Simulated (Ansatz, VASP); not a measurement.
**Y in VASP and in Ansatz**

The input POSCAR:

```
Y
1.0
    0.0000000000      2.4795081500      2.4795081500
    2.4795081500      0.0000000000      2.4795081500
    2.4795081500      2.4795081500      0.0000000000
Y
1
Direct
    0.0000000000      0.0000000000      0.0000000000
```

INCAR.step1

```
SYSTEM = Y
PREC = Accurate ; ENCUT = 520
ISMEAR = 0 ; SIGMA = 0.1
LREAL = .False. ; LASPH = .True.
NELM = 100 ; NBANDS = 12
GGA = PE ; ALGO = Normal
EDIFF = 1E-4 ; LWAVE = .True.
LCHARG = .False.
```

INCAR.step2

```
SYSTEM = Y
PREC = Accurate ; ENCUT = 520
EDIFF = 1E-7 ; ISMEAR = 0
SIGMA = 0.1 ; LREAL = .False.
LASPH = .True. ; NELM = 100
ALGO = Normal ; ISIF = 2
LWAVE = .False. ; LCHARG = .False.
METAGGA = R2SCAN ; LMIXTAU = .True.
NBANDS = 12 ; ISTART = 1
```

The input KPOINTS:

```
regular mesh
0
Gamma
  14 14 14
  0 0 0
```

Input for Ansatz:

```yaml
crystal:
  lattice:
    - [0.0, 2.47950815, 2.47950815]
    - [2.47950815, 0.0, 2.47950815]
    - [2.47950815, 2.47950815, 0.0]
  atoms:
    - { symbol: "Y", position: [0.0, 0.0, 0.0] }
basis:
  ecutwfc: 500
kpoints:
  mp_grid: { grid: [14, 14, 14] }
hamiltonian:
  xc: r2scan
scf:
  occupations: { method: gaussian, width: 0.1 }
output:
  forces: true
  stress: true
  eigenvalues: true
  populations: true
```

Alike in both runs: task single point; functional r2SCAN; k mesh 14 × 14 × 14; occupations gaussian, width 0.1 eV; no spin polarisation.

```csv
,VASP,Ansatz
version,VASP 6.6.1,Ansatz 0.2.0
potentials or method,"VASP PAW PBE potentials, release 64 (Y_sv)","scalar-relativistic, plane waves, PAW"
plane-wave cutoff (eV),520,500
valence electrons in the cell,11,11
```

```csv
,VASP,Ansatz,Ansatz less VASP
gap on the k mesh at the Fermi level (eV),none,none,-
pressure (GPa),3.7,3.7,-0.07
```

A gap of «none» marks a metal or a gap that the smearing closes. The functional is the same, so the differences come from potentials, cutoffs and numerics.

Caveats: the PAW data sets were made with another functional, which shifts forces and pressure a little (VASP).
